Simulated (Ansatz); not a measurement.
## What moves the pressure of NaF?

```
CELL_PARAMETERS angstrom
0.00000 2.28589 2.28589
2.28589 0.00000 2.28589
2.28589 2.28589 0.00000
ATOMIC_POSITIONS crystal
Na 0.00000 0.00000 0.00000
F 0.50000 0.50000 0.50000
```

Atoms are numbered in the order listed.

Structure from Materials Project entry mp-682 (possibly hypothetical), not relaxed further.

These are results of Ansatz 0.2.0, DFT, LDA, all-electron LAPW, scalar-relativistic, not measurements.

Sampling and basis: a Γ-centred 10×10×10 k mesh, Fermi–Dirac smearing of 0.03 eV, basis error target 0.25 meV/atom, no spin polarisation.

In this reference run the pressure is -2.5 GPa (positive in compression). Each change below is made alone, on the same k mesh, with fractional coordinates held unless an atom is moved; x, y and z are the Cartesian axes.

Question: Order the changes by the shift of the pressure, most negative first.
A. atom 2 (F) moved by (0.1200, 0.0000, 0.0000) Å
B. volume scaled by 1.02
C. volume scaled by 0.98
D. equal xy, yz and zx engineering shear strains of -2 %

Answer: B (-0.9 GPa), D (0.0 GPa), A (+0.5 GPa), C (+1.0 GPa).
